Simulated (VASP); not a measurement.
Write the native input for VASP 6.6.1 that does the following.

```
Task                   : single point
Functional             : PBE
Potentials or basis    : VASP PAW PBE potentials, release 64 (Sn_d, Se)
Cutoff                 : 520 eV
k mesh                 : 8 × 8 × 5
Occupations            : fermi-dirac, width 0.05 eV
Spin                   : no spin polarisation
Further INCAR settings : ALGO = Normal; EDIFF = 1e-07; NBANDS = 20
```

The structure of SnSe2 lies in POSCAR:

```
SnSe2
1.0
    3.8110000000      0.0000000000      0.0000000000
   -1.9055000000      3.3004228138      0.0000000000
    0.0000000000      0.0000000000      6.1360000000
Sn Se
1 2
Direct
    0.0000000000      0.0000000000      0.0000000000
    0.6666666667      0.3333333333      0.7510000000
    0.3333333333      0.6666666667      0.2490000000
```

One way to write it, as run:

INCAR

```
  PREC = Accurate
  ENCUT = 520
  EDIFF = 1E-7
  ISMEAR = -1
  SIGMA = 0.05
  LREAL = F
  LASPH = T
  NELM = 100
  ALGO = Normal
  ISIF = 2
  LWAVE = F
  LCHARG = T
  GGA = PE
  LELF = T
  LVHAR = T
  NBANDS = 20
```

KPOINTS

```
regular mesh
0
Gamma
  8 8 5
```

Potentials or basis: VASP PAW PBE potentials, release 64 (Sn_d, Se).

Command:

```console
$ cat potpaw_PBE.64/Sn_d/POTCAR potpaw_PBE.64/Se/POTCAR > POTCAR
$ mpirun -np 1 vasp_std > vasp.out
```

Results of the run:

The pressure is 5.6 GPa and the largest force is 0.804 eV/Å. The band gap on the k mesh is 0.81 eV, indirect (least direct gap 1.09 eV).

Caveat: spin-orbit coupling is left out, which moves the levels of the heavy elements; an odd mesh through Γ misses points on the zone boundary, where band edges often lie; this functional lacks dispersion, which binds the layers, so the pressure and a relaxed spacing across them are unreliable.

Wall time 42 s on 1 thread of Intel(R) Xeon(R) Platinum 8488C (Sapphire Rapids), with other jobs on the host, peak memory 0.21 GiB.
